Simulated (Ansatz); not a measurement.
# ZnS (F-43m) in Ansatz: further runs

One crystal, ZnS, is run at these levels: PBE, PBE0, r2SCAN0, r2SCANh; tasks: phonons, band structure.

Everything below comes from runs of Ansatz 0.2.0. Logs are shortened: lines on timing, memory, paths and dates and some standing lists are left out, and cuts for length are marked.

**What was measured.**

“Electronic, vibrational, and thermodynamic properties of ZnS (zincblende and rocksalt structure)”, 2009, arxiv:0911.5022 quotes, for a bulk crystal of ZnS at 19 K: band gap 3.85 eV (direct).

From a printed reference work, monograph, for a bulk crystal of ZnS: high-frequency dielectric constant 5.14.

The results are compared with them further down.

## (1) Starting point

Symmetry: F-43m, No. 216, cubic system. The conventional cell has a = 5.404 Å, b = 5.404 Å, c = 5.404 Å, α = 90.00°, β = 90.00°, γ = 90.00°. Zn (site symmetry -43m) has 4 S at 2.34 Å as nearest neighbours. S (site symmetry -43m) has 4 Zn at 2.34 Å as nearest neighbours.

## (2) Phonons, PBE

The input, input.yaml:

```yaml
crystal:
  lattice:
    - [0.0, 2.702, 2.702]
    - [2.702, 0.0, 2.702]
    - [2.702, 2.702, 0.0]
  atoms:
    - { symbol: Zn, position: [0.75, 0.75, 0.75] }
    - { symbol: S, position: [0.0, 0.0, 0.0] }
hamiltonian:
  xc: pbe
  pseudopotentials: { kind: paw }
kpoints:
  mp_grid: { grid: [7, 7, 7] }
scf:
  occupations: { method: fixed }
phonons:
  method: dfpt
  dielectric: true
  rigid_motions: translations
  qmesh: [2, 2, 2]
  temperatures: { t_max: 1000, t_step: 100 }
  qpath:
    path:
      - [[0.0, 0.0, 0.0], [0.5, 0.0, 0.5], [0.5, 0.25, 0.75], [0.375, 0.375, 0.75], [0.0, 0.0, 0.0], [0.5, 0.5, 0.5], [0.625, 0.25, 0.625], [0.5, 0.25, 0.75], [0.5, 0.5, 0.5], [0.375, 0.375, 0.75]]
      - [[0.625, 0.25, 0.625], [0.5, 0.0, 0.5]]
    npoints: 8
```

Potentials or basis: Ansatz PAW.

Launch:

```
$ ansatz run input.yaml --threads 2 --pin off --max-ram 5632MiB --backend cpu --events-out ev --progress --plain --runs-dir out
```

The log of the run:

```text
Warning: phonons: the dynamical matrix that this run interpolates holds no multipole term above the dipole-dipole one, and a site of this crystal is no centre of inversion, so its interpolated transverse optical and acoustic branches and sound speeds can stay off near Gamma, and the density of states and the thermodynamics with them. What a run solves at a wave vector of phonons.qpoints, Gamma apart, where the deck admits one, is free of this, and under fd what a larger phonons.supercell samples
Warning: the 7x7x7 k mesh does not hold 7 of the 8 requested q, among them q = (0, 0, -0.5) of phonons.qmesh (the mesh's divisions times q: (0, 0, -3.5)), which it misses. Where each spin channel of the converged state fills one whole number of bands, its own, at every k and k + q (a gapped crystal under scf.occupations.method: fixed, without spin polarisation, is such a state), the run solves such a q all the same, unless at one of those points the solve does not resolve a channel's highest filled band from its lowest empty one, which the run refuses. Under fixed, such a level at k + q alone can be filled evenly and the q solved. (A deck that smears also gets another warning, for the case where the state has partly filled bands and the run refuses instead; the finer mesh named there holds every requested q in both cases.) The frequencies at such a q can be far from converged at a cutoff and a k mesh at which those at every q on the mesh look sound, and no residual printed for that q shows it. By this code's own reading, close to the zone centre a longitudinal mode feels the field of what the charges at that q miss their sum rule by, which dies only as the k mesh converges (phonons.dielectric: true does not show it: what its charges miss the rule by is not the k mesh's). Close to the zone centre an acoustic frequency is small, so that the error which scf.convergence.dr2_threshold leaves can be large beside it, whatever the k mesh. On a coarse k mesh these two do not account for the whole error. At q on the mesh, agreement between cutoffs or with finite displacements says nothing of such a q. Set kpoints.mp_grid.grid to [8, 8, 8] (the nearest finer one of its shape that holds every requested q; a coarser one that holds them is less converged in the k mesh), or request only what the mesh holds: a phonons.qmesh that divides it on every axis, and phonons.qpoints at whole multiples of one over its divisions, as fractions or to nine digits, the zone centre as exact zeros. Or, where the run solves it, keep q and converge basis.ecutwfc and the k mesh at this q itself; a dispersion between mesh points is phonons.qpath's, interpolated from a phonons.qmesh that the k mesh holds. (Under kpoints.mp_grid.kspacing, state the divisions in grid instead.) On the mesh or off it, a q close to the zone centre keeps the error that scf.convergence.dr2_threshold leaves: see that key's entry in the input reference.
Warning: RAYON_NUM_THREADS=2 ignored (pool sized by the plan → 2); use --threads N
Engine: ansatz 0.2.0, x86_64-unknown-linux-gnu
Pseudopotentials: kind: paw
Pseudopotential: Zn, paw, valence charge 12, recommended cutoff 420 eV (normal), Zn.paw.azcp
Pseudopotential: S, paw, valence charge 6, recommended cutoff 420 eV (normal), S.paw.azcp
Functional definition: PBE
  parameter kappa = 0.804
  parameter beta = 0.06672455060314922
  exchange = pbe_x(kappa = kappa, mu = beta*pi^2/3)
  correlation = pbe_c(beta = beta)
Crystal: 2 atoms, lattice volume = 39.454 Å³
Basis set: ecut = 420 eV (smoothed over ±3.0 %; plane waves to 437.0 eV, density to 1747.9 eV), 869 PW (Γ), exchange–correlation on 54×54×54 points (8 copies of the dense FFT grid, shifted against one another)
Bands: 13, of which v1, the nominal top of the filled ones, is band 9 counted from 1 (8 counted from 0)
Symmetry: 24 space group operations
k-points: 64 of 343 (irreducible under 4 space group operations, time reversal used)
Non-local potential: Zn, projectors of the file, l = 0: 2, l = 1: 2, l = 2: 3, l = 3: 1
Non-local potential: S, projectors of the file, l = 0: 2, l = 1: 2, l = 2: 2
PAW form: soft (Blöchl's): semilocal exchange-correlation on the pseudo side does not see the compensation charge
PAW one-centre angular grid: Zn, 590 points (default); XC on 64 Gauss nodes
PAW one-centre angular grid: S, 110 points (default); XC on 64 Gauss nodes
Initial density: superposition of atomic densities (neutral atoms: chi_scale 0, normalization atom), corrected by the library's trained network
Initial wavefunctions: pseudopotential atomic-orbital guess
Functional: x = pbe(κ = 0.804, μ = 0.2195149727645171), c = pbe(β = 0.06672455060314922)
SCF iter   1: F=—  HF=-4222.729331 eV  |F-HF|=—  |Δ(HF+E_count)|=         —  Δρ=5.80e-4  dr2=1.73e-4  ethr=1.77e-3  ⟨swp⟩=5.3  Hψ=4638  notcnv=0  defer=122
preconditioner: auto → none  [insulator: Δε(μ)=2.102 eV  Ē_g=12.200 eV  n_scr=14 (ndim 8)  ℏωp=25.1 eV  f_vac=0.027  ε∞_Penn≈5.2]
SCF iter   2: F=—  HF=-4222.729226 eV  |F-HF|=—  |Δ(HF+E_count)|=   1.04e-4  Δρ=5.14e-4  dr2=4.77e-5  ethr=9.64e-7  ⟨swp⟩=2.4  Hψ=2144  notcnv=0  defer=122
SCF iter   3: F=—  HF=-4222.729243 eV  |F-HF|=—  |Δ(HF+E_count)|=   1.70e-5  Δρ=1.61e-4  dr2=7.50e-6  ethr=2.65e-7  ⟨swp⟩=2.0  Hψ=1379  notcnv=0  defer=106
SCF iter   4: F=—  HF=-4222.729252 eV  |F-HF|=—  |Δ(HF+E_count)|=   8.22e-6  Δρ=5.71e-5  dr2=6.15e-7  ethr=4.17e-8  ⟨swp⟩=2.0  Hψ=1344  notcnv=0  defer=57
SCF iter   5: F=—  HF=-4222.729256 eV  |F-HF|=—  |Δ(HF+E_count)|=   4.06e-6  Δρ=3.17e-5  dr2=3.12e-7  ethr=3.42e-9  ⟨swp⟩=2.0  Hψ=1408  notcnv=0
SCF iter   6: F=—  HF=-4222.729256 eV  |F-HF|=—  |Δ(HF+E_count)|=   2.69e-7  Δρ=3.39e-6  dr2=1.97e-9  ethr=1.74e-9  ⟨swp⟩=2.0  Hψ=1353  notcnv=0
SCF iter   7: F=—  HF=-4222.729256 eV  |F-HF|=—  |Δ(HF+E_count)|=   9.22e-9  Δρ=8.51e-7  dr2=1.99e-10  ethr=1.09e-11  ⟨swp⟩=2.0  Hψ=1408  notcnv=0
SCF iter   8: F=-4222.729256 eV  HF=-4222.729256 eV  |F-HF|=7.28e-12  |Δ(HF+E_count)|=  1.82e-12  Δρ=2.43e-7  dr2=1.50e-11  ethr=1.00e-12  ⟨swp⟩=8.1  Hψ=5624  notcnv=0
SCF 1 converged in 8 iterations: F = -4222.729256 eV  dr2 = 1.50e-11
NSCF: frozen V_eff on 6 k-points
DFPT response loops at Γ: preconditioner auto → none (the input reference at scf.mixing.eps_inf says where Resta's filter doesn't serve); β = 0.50; Broyden in place of MSR1
── the response to a field inside a basis, on 8×8×8 k-points: an SCF that follows is theirs, and a resumed run solves both again ──
Bands: 10, of which v1, the nominal top of the filled ones, is band 9 counted from 1 (8 counted from 0)
k-points: 60 of 512 (irreducible under 6 space group operations, time reversal used)
Initial density: handed on by an earlier stage of this run
Initial wavefunctions: pseudopotential atomic-orbital guess (no wavefunctions were taken with the density)
Eigensolver: Dense (60 Hₖ)
SCF iter   1: F=—  HF=-4222.637956 eV  |F-HF|=—  |Δ(HF+E_count)|=         —  Δρ=6.11e-4  dr2=5.79e-5  ethr=1.00e-1
preconditioner: auto → none  [insulator: Δε(μ)=2.439 eV  Ē_g=9.881 eV  n_scr=14 (ndim 8)  ℏωp=25.1 eV  f_vac=0.026  ε∞_Penn≈7.4]
[... 24 lines left out ...]
  E_nonlocal   = 642.723300
  E_hartree    = 853.412530
  E_xc         = -234.431003
  E_vxc        = -139.593196  (∫ρ·V_xc dr)
  E_paw        = -2428.502939  (= ΣΔE_a)
  E_vpaw       = -402.292244  (= ΣTr[D̂ρ^β])
  E_aug_tail   = -0.000368  (compensation charges beyond the density's cutoff)
  E_ewald      = -1253.379294
  E_smearing   = -0.000000  (= −TS)
  E_closure    = 0.000000  (closes the sum)
  Σ components = -4222.729256   (vs F -4222.729256, Δ=0.00e0)
--- Band table (eV; the first three rows and the last of 64) ---
  k-point 0: bands = ["-7.3555", "-0.5480", "-0.5480", "-0.5480", "-0.0477", "-0.0477", "5.7875", "5.7875", "5.7875", "7.8965", "12.1565", "12.1565", "12.1565"]
  k-point 1: bands = ["-7.2043", "-0.5451", "-0.5212", "-0.5212", "-0.0496", "-0.0496", "4.4329", "5.5997", "5.5997", "8.8514", "12.0834", "12.4715", "12.4715"]
  k-point 2: bands = ["-6.8293", "-0.4682", "-0.4682", "-0.4621", "-0.0426", "-0.0426", "2.4863", "5.2256", "5.2256", "9.2600", "12.8102", "12.8102", "13.0754"]
  k-point 63: bands = ["-6.3166", "-0.4253", "-0.3543", "-0.1337", "-0.0523", "0.0561", "1.4817", "2.9169", "4.6165", "10.5365", "12.4298", "13.6875", "14.0766"]
--- Phonons (Γ-DFPT): 2 representative perturbations + reference, on 64 of 343 k-points (Σ response iterations 8) ---
  k mesh reduced under 4 symmetry operations, with k and −k counted as one. Each operation leaves every solved perturbation unchanged. A smaller set is not considered because the run solves the response to a homogeneous field
  ASR residual: 1.431e-4 → 0.000e0 eV/Å²; symmetrization residual: 9.761e-8 eV/Å²
  ASR residual per site (eV/Å²): 8.30e-5 1.43e-4
  Γ frequencies (cm⁻¹): 0.00 0.00 0.00 270.38 270.38 270.38
  ε∞ (high-frequency dielectric tensor):
        5.938241     0.000000    -0.000000
        0.000000     5.938241     0.000000
       -0.000000     0.000000     5.938241
  ε⁰ (static dielectric tensor: ions relaxed, cell fixed):
        9.100690     0.000000    -0.000000
        0.000000     9.100690    -0.000000
       -0.000000    -0.000000     9.100690
  ε⁰ − ε∞ (ionic part):
        3.162449    -0.000000    -0.000000
       -0.000000     3.162449    -0.000000
       -0.000000    -0.000000     3.162449
  softest optical mode at Γ: 270.38 cm⁻¹; the repairs (sum rule, projections) moved no ω² at Γ by more than (1.10 cm⁻¹)²
  Born effective charges Z* (e; rows j = field, columns β = displacement):
    site 0:
         1.99692   -0.00000    0.00000
         0.00000    1.99692    0.00000
        -0.00000    0.00000    1.99692
    site 1:
        -1.99692    0.00000   -0.00000
        -0.00000   -1.99692   -0.00000
         0.00000   -0.00000   -1.99692
  Z* charge neutrality: 9.871e-4 e pre-enforcement
  solved inside a basis spanned on kpoints, on 8×8×8 k-points, its susceptibility summed on 12×12×12: ε∞ is read to err by 4.1e-2, Z* by 1.5e-2 e (field_mesh: kpoints solves on kpoints); Z* is corrected for what the basis lacks
  optical modes at Γ without the LO–TO term, one row a degenerate level:
      ω (cm⁻¹)  modes    IR ((D/Å)²/amu)
        270.38      3            12.8303
  optical modes at Γ + LO–TO along q̂ = [1.0000, 0.0000, 0.0000]:
      ω (cm⁻¹)  modes    IR ((D/Å)²/amu)
        270.38      2             8.5535
        334.73      1             4.2768
  optical modes at Γ + LO–TO along q̂ = [0.0000, 1.0000, 0.0000]:
      ω (cm⁻¹)  modes    IR ((D/Å)²/amu)
        270.38      2             8.5535
        334.73      1             4.2768
  optical modes at Γ + LO–TO along q̂ = [0.0000, 0.0000, 1.0000]:
      ω (cm⁻¹)  modes    IR ((D/Å)²/amu)
        270.38      2             8.5535
        334.73      1             4.2768
--- Phonons (arbitrary-q DFPT): 3 irreducible q on the 2×2×2 mesh ---
  q = [0.0000, 0.0000, 0.0000] (star 1, of the zone-centre solve; hermiticity 3.38e-8, symmetrization 1.31e-13): -0.00 0.00 0.00 270.38 270.38 270.38
  q = [0.0000, 0.0000, -0.5000] (star 4, 6 solved perturbations on 343 of 343 k-point pairs, because it does not carry the k mesh onto itself; hermiticity 1.54e-7, symmetrization 1.62e-6): 69.23 69.23 192.66 284.98 284.98 329.75
  q = [0.0000, -0.5000, -0.5000] (star 3, 6 solved perturbations on 343 of 343 k-point pairs, because it does not carry the k mesh onto itself; hermiticity 1.06e-7, symmetrization 1.13e-6): 88.44 88.44 208.99 304.83 304.83 318.31
  sum rule: each row above includes the acoustic sum rule's correction from the zone centre's row sums; it moved no ω² by more than (1.10 cm⁻¹)²
  mesh force constants: q→R imaginary residual 4.01e-17; ASR residual 1.431e-4 → 0.000e0 eV/Å²; symmetrization residual 2.665e-15 eV/Å²
  interpolated dispersion: 83 rows × 6 modes
  density of states and harmonic sums: on the 20×20×20 q-mesh, interpolated from the force constants of a 2×2×2 supercell (with the dipole–dipole term)
  largest difference from the sums on the solved wave vectors: F 5.91e-2 eV, S 9.14e-5 and C_V 3.22e-5 eV/K
  zero-point energy: 0.077583 eV/cell   skipped modes (ω ≤ 0): 3   left out of the sums: 6.25e-5 of the cell's modes: C_V's classical limit lies that fraction below 3 k_B per atom; for a crystal, a wire or a layer, F and S can be off by more, and a phonons.interpolated_qmesh denser along its periods is the remedy for the sampling
```

Wall time 2.5 min (2 threads of Intel Xeon at 2.70GHz, shared host); peak memory 0.81 GiB.

Results:

| Item | Value |
| --- | --- |
| Free energy | -4222.7293 eV |
| Band gap on the k mesh | 2.11 eV, direct |
| Electronic dielectric tensor (diagonal) | 5.94 |
| Born charges (mean of the diagonal) | Zn +2.00; S -2.00 e |
| Highest phonon frequency, LO-TO splitting left out | 330 cm⁻¹ |
| Static dielectric tensor (diagonal) | 9.10 |

Phonon frequencies in cm⁻¹ (negative: imaginary):
| q point | frequencies |
| --- | --- |
| (0.000, 0.000, 0.000) | 0 0 0 270 270 270 |
| (0.000, 0.000, -0.500) | 69 69 193 285 285 330 |
| (0.000, -0.500, -0.500) | 88 88 209 305 305 318 |

Electronic dielectric tensor:
```
5.94 0.00 0.00
0.00 5.94 0.00
0.00 0.00 5.94
```

Born effective charge tensors (e):
atom 1, Zn
```
2.00 0.00 0.00
0.00 2.00 0.00
0.00 0.00 2.00
```
atom 2, S
```
-2.00  0.00  0.00
 0.00 -2.00  0.00
 0.00  0.00 -2.00
```

Static dielectric tensor, electrons and zone-centre modes:
```
9.10 0.00 0.00
0.00 9.10 0.00
0.00 0.00 9.10
```

Caveat: odd divisions of the mesh miss points on the zone boundary, where band edges often lie, so the gap on the mesh can be too wide; the q mesh is small, so phonon branches between its points and thermal values are rough.

## (3) Band structure, PBE0

The input, input.yaml:

```yaml
crystal:
  lattice:
    - [0.0, 2.702, 2.702]
    - [2.702, 0.0, 2.702]
    - [2.702, 2.702, 0.0]
  atoms:
    - { symbol: Zn, position: [0.75, 0.75, 0.75] }
    - { symbol: S, position: [0.0, 0.0, 0.0] }
hamiltonian:
  xc: pbe0
  pseudopotentials: { kind: paw }
kpoints:
  mp_grid: { grid: [5, 5, 5] }
  band_path:
    path:
      - [[0.0, 0.0, 0.0], [0.5, 0.0, 0.5], [0.5, 0.25, 0.75], [0.375, 0.375, 0.75], [0.0, 0.0, 0.0], [0.5, 0.5, 0.5], [0.625, 0.25, 0.625], [0.5, 0.25, 0.75], [0.5, 0.5, 0.5], [0.375, 0.375, 0.75]]
      - [[0.625, 0.25, 0.625], [0.5, 0.0, 0.5]]
    npoints: 4
scf:
  occupations: { method: fermi_dirac, width: 0.05 }
  n_extra_bands: 6
output:
  forces: true
  stress: true
  eigenvalues: true
  fatbands: false
```

Potentials or basis: Ansatz PAW.

Launch:

```
$ ansatz run input.yaml --threads 2 --pin off --max-ram 5632MiB --backend cpu --events-out ev --progress --plain --runs-dir out
```

The log of the run:

```text
Warning: output.stress: scf.convergence.dr2_threshold = 1e-7 eV (the SCF's general default) is looser than the 2e-10 eV advised for a printed stress (1e-10 eV for each atom of the cell: 2). What an SCF threshold leaves in a stress goes as its square root, and in the free energy as the threshold itself, and one threshold admits the most on a small cell: of the crystals measured, under no hybrid functional and no lock of the moments, on runs that ended without the residual-converged pass, on stresses that held no estimate of that error, the worst erred by over 100 MPa in a component at 1e-7 eV an atom and by under 5 at 1e-10. Set scf.convergence.dr2_threshold to 2e-10 eV or tighter. The threshold is an SCF's pass mark: one that does not reach it within its budget of iterations ends unconverged, or closes short of it on a stop that the run arms, and scf.convergence.dr2_threshold's page says what that costs each kind of run
Warning: output.stress: scf.exx.energy_threshold = 1e-6 eV is looser than the 2e-8 eV advised for a stress under a hybrid functional (1e-8 eV for each atom of the cell: 2). Every SCF of the exchange loop can meet its threshold on dr2 while the loop round them stops early: no threshold on dr2 bounds what that leaves in the stress. Set scf.exx.energy_threshold to 2e-8 eV or tighter. The threshold is the loop's pass mark: a loop that does not reach it within its budget of cycles ends unconverged, and scf.exx.energy_threshold's page has the law
Warning: RAYON_NUM_THREADS=2 ignored (pool sized by the plan → 2); use --threads N
scf.n_extra_bands = 6 over 9 filled bands (N_el = 18.0): the run solves 15 bands
[... 4 set-up lines as earlier in the session ...]
Functional definition: PBE0
  parameter a = 0.25
[... 2 set-up lines as earlier in the session ...]
  exchange = (1 - a)*pbe_x(kappa = kappa, mu = beta*pi^2/3) + a*exact_x
[... 1 set-up line as earlier in the session ...]
Crystal: 2 atoms, lattice volume = 39.454 Å³
Basis set: ecut = 420 eV, 749 PW (Γ), exchange–correlation on 54×54×54 points (8 copies of the dense FFT grid, shifted against one another)
Bands: 15, of which v1, the nominal top of the filled ones, is band 9 counted from 1 (8 counted from 0)
[... 1 set-up line as earlier in the session ...]
[... 58 lines left out ...]
  E_exx        = -60.666556  (= α·E_x^exact, valence–valence)
  E_paw        = -2427.061340  (= ΣΔE_a)
  E_vpaw       = -364.747541  (= ΣTr[D̂ρ^β])
  E_aug_tail   = -0.000365  (compensation charges beyond the density's cutoff)
  E_ewald      = -1253.379294
  E_core_change = 0.492827  (= ΣΔE_core)
  E_smearing   = -0.000000  (= −TS)
  E_closure    = 0.000001  (closes the sum)
  Σ components = -4223.661902   (vs F -4223.661902, Δ=0.00e0)
--- Forces (eV/Å), atoms counted from 1 ---
  atom   1  Zn     0.00000000    -0.00000000     0.00000000
  atom   2  S     -0.00000000     0.00000000     0.00000000
  max |Σ_I F_I| component: 9.25e-17 eV/Å
--- Stress (GPa, compression-positive) ---
        0.738841      -0.000000      -0.000000
       -0.000000       0.738841       0.000000
       -0.000000       0.000000       0.738841
  P = ⅓ Tr σ = 0.7388 GPa (7.388 kbar)
--- Band table (eV; the first three rows and the last of 10) ---
  k-point 0: bands = ["-9.6930", "-3.2732", "-3.2732", "-3.2732", "-2.8324", "-2.8324", "4.6833", "4.6833", "4.6833", "8.6987", "13.1005", "13.1005", "13.1005", "18.5484", "18.5484"]
  k-point 1: bands = ["-9.3863", "-3.2291", "-3.2291", "-3.2098", "-2.8341", "-2.8341", "2.3710", "4.3294", "4.3294", "10.0165", "13.2258", "13.6439", "13.6439", "17.6193", "17.6193"]
  k-point 2: bands = ["-8.8119", "-3.1735", "-3.1735", "-2.8154", "-2.8154", "-2.8098", "-0.4040", "3.8367", "3.8367", "10.0047", "13.6669", "13.6669", "15.2423", "18.6678", "19.2538"]
  k-point 9: bands = ["-8.4605", "-3.1126", "-3.0685", "-2.9120", "-2.8175", "-2.5153", "-0.0938", "1.6378", "2.4993", "11.9948", "12.5394", "13.8560", "16.6896", "18.0384", "20.2531"]
```

Wall time 3.5 min (2 threads of Intel Xeon at 2.70GHz, shared host); peak memory 0.79 GiB.

What came out:

```yaml
Free_energy: -4223.6619 eV
Pressure: 0.7 GPa
Band_gap_on_the_k_mesh: 4.02 eV, direct
Band_gap_along_the_path: 4.02 eV, direct
```

Levels at the corners of the path, in eV from the valence-band top:
| point | band 7 | band 8 | band 9 | band 10 | band 11 | band 12 |
| --- | --- | --- | --- | --- | --- | --- |
| Γ | 0.00 | 0.00 | 0.00 | 4.02 | 8.42 | 8.42 |
| X | -5.05 | -2.37 | -2.37 | 5.08 | 5.99 | 13.28 |
| W | -4.87 | -3.01 | -2.90 | 7.50 | 8.29 | 9.97 |
| K | -4.94 | -3.39 | -1.93 | 5.94 | 8.02 | 11.47 |
| Γ | 0.00 | 0.00 | 0.00 | 4.02 | 8.42 | 8.42 |
| L | -5.66 | -0.92 | -0.92 | 5.26 | 8.91 | 8.91 |
| U | -4.94 | -3.39 | -1.93 | 5.94 | 8.02 | 11.47 |
| W | -4.87 | -3.01 | -2.90 | 7.50 | 8.29 | 9.97 |
| L | -5.66 | -0.92 | -0.92 | 5.26 | 8.91 | 8.91 |
| K | -4.94 | -3.39 | -1.93 | 5.94 | 8.02 | 11.47 |
| U | -4.94 | -3.39 | -1.93 | 5.94 | 8.02 | 11.47 |
| X | -5.05 | -2.37 | -2.37 | 5.08 | 5.99 | 13.28 |

Caveat: the PAW data sets come from PBE, with cores solved anew for the run's functional, which leaves a small shift of forces and pressure; the thresholds are loose for stress.

(Continued in part 2 of 2.)
